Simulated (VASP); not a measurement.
**Cs2AgBiBr6: relaxation of the atoms with PBE**

Cs2AgBiBr6:

```
Cs Ag Bi Br
1.0
     0.00000    5.64019    5.64019
     5.64019    0.00000    5.64019
     5.64019    5.64019    0.00000
Cs Ag Bi Br
2 1 1 6
Direct
  0.25000 0.25000 0.25000
  0.75000 0.75000 0.75000
  0.50000 0.50000 0.50000
  0.00000 0.00000 0.00000
  0.25029 0.74971 0.25029
  0.25029 0.74971 0.74971
  0.74971 0.25029 0.74971
  0.74971 0.25029 0.25029
  0.25029 0.25029 0.74971
  0.74971 0.74971 0.25029
```

The cell isn't the ideal one: a relaxed cell with its volume scaled by 0.94.

- Program: VASP 6.6.1
- Task: relaxation of the atoms
- Functional: PBE
- Potentials or basis: VASP PAW PBE potentials, release 64 (Cs_sv, Ag, Bi, Br)
- Cutoff: 300 eV
- k mesh: 2 × 2 × 2
- Occupations: gaussian, width 0.03 eV
- Spin: no spin polarisation
- Further INCAR settings: ALGO = Fast; EDIFF = 1e-07; IBRION = 2; EDIFFG = -0.01; NSW = 40

```json
{
 "Energy gained by relaxing": "1.3 meV/atom",
 "Ionic steps": "3",
 "Pressure after relaxing": "1.5 GPa",
 "Band gap on the k mesh": "1.21 eV, indirect (least direct gap 2.42 eV)"
}
```

The path:
```csv
step,energy change (eV),largest force (eV/Å),pressure (GPa)
1,0.0000,0.2084,1.69
2,-0.0096,0.1096,1.60
3,-0.0133,0.0016,1.50
```

Final structure:
```
Cs Ag Bi Br
1.0
     0.00000    5.64019    5.64019
     5.64019    0.00000    5.64019
     5.64019    5.64019    0.00000
Cs Ag Bi Br
2 1 1 6
Direct
  0.25000 0.25000 0.25000
  0.75000 0.75000 0.75000
  0.50000 0.50000 0.50000
  0.00000 0.00000 0.00000
  0.25217 0.74783 0.25217
  0.25217 0.74783 0.74783
  0.74783 0.25217 0.74783
  0.74783 0.25217 0.25217
  0.25217 0.25217 0.74783
  0.74783 0.74783 0.25217
```

Levels at points of the mesh, in eV from the valence-band top:
```tsv
k point	band 34	band 35	band 36	band 37	band 38	band 39	band 40	band 41	band 42	band 43
(0.00, 0.00, 0.00)	-1.18	-1.18	-1.18	-0.62	-0.62	2.21	2.21	2.21	3.63	4.55
(0.50, 0.00, 0.00)	-1.49	-1.49	-1.42	-1.21	-1.21	1.21	3.57	3.57	4.95	5.09
(0.50, 0.50, 0.00)	-1.52	-1.52	-1.20	-0.63	0.00	2.69	2.69	3.04	4.40	5.26
```

Run time: 51 s on 2 MPI ranks on Intel(R) Xeon(R) Platinum 8488C (Sapphire Rapids) (shared host), peak memory 0.24 GiB a rank.

Caveat: the k mesh is coarse (spacing up to 0.48 Å⁻¹), so the values aren't converged; the cutoff is under 1.25 times the usual one of these potentials, so pressure, stress and relaxed cells hold a basis-set (Pulay) error; spin-orbit coupling is left out, which as a rule narrows the gap of such compounds by several tenths of an eV. A k mesh can miss the band edges.
